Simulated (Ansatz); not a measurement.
C under changes of volume

One of the cells (5.672 Å³/atom); the others are scaled copies at fixed shape and fractional positions:

```
C
1.0
     0.00000    1.78337    1.78337
     1.78337    0.00000    1.78337
     1.78337    1.78337    0.00000
C
2
Direct
  0.75000 0.75000 0.75000
  0.50000 0.50000 0.50000
```

This isn't the form of C at room conditions, which is graphite.

| Quantity | Value |
| --- | --- |
| Program | Ansatz 0.2.0 |
| Functional | HSE06 |
| Potentials or basis | Ansatz PAW |
| Cutoff | 420 eV (not typed: the program's choice for these potentials) |
| k mesh | 8 × 8 × 8 |
| Occupations | fermi-dirac, width 0.05 eV |
| Spin | no spin polarisation |

```csv
volume (Å³/atom),energy over the lowest point (meV/atom),pressure (GPa),gap on the mesh (eV)
5.332,?,?,?
5.445,4.36,11.2,5.39
5.558,0.00,1.1,5.34
5.672,2.65,-8.2,5.29
5.785,11.48,-16.6,5.24
5.899,25.93,-24.2,5.19
6.012,45.56,-31.2,5.15
```

**Question.** What does the run at 5.332 Å³/atom give?

**Answer.** Energy over the lowest point 16.11 meV/atom; pressure 22.3 GPa; gap on the mesh 5.44 eV.

Worked out: A Birch-Murnaghan fit of order 3 (a polynomial in V^(-2/3)) to the other rows has its minimum at 5.57 Å³/atom with B0 = V·E''(V) = 473 GPa and B' = 3.9. It gives 16.22 meV/atom at 5.332 Å³/atom, against the run's 16.11, and -dE/dV = 22.6 GPa, against 22.3. A straight line through the other rows of the gap, of slope -2.45 eV per unit of ln V, extrapolates to 5.44 eV, against the run's 5.44.

Energies are extrapolated to zero smearing.

Caveats: the PAW data sets come from PBE, with cores solved anew for the run's functional, which leaves a small shift of forces and pressure; the thresholds are loose for stress.

A mesh can miss the band edges.
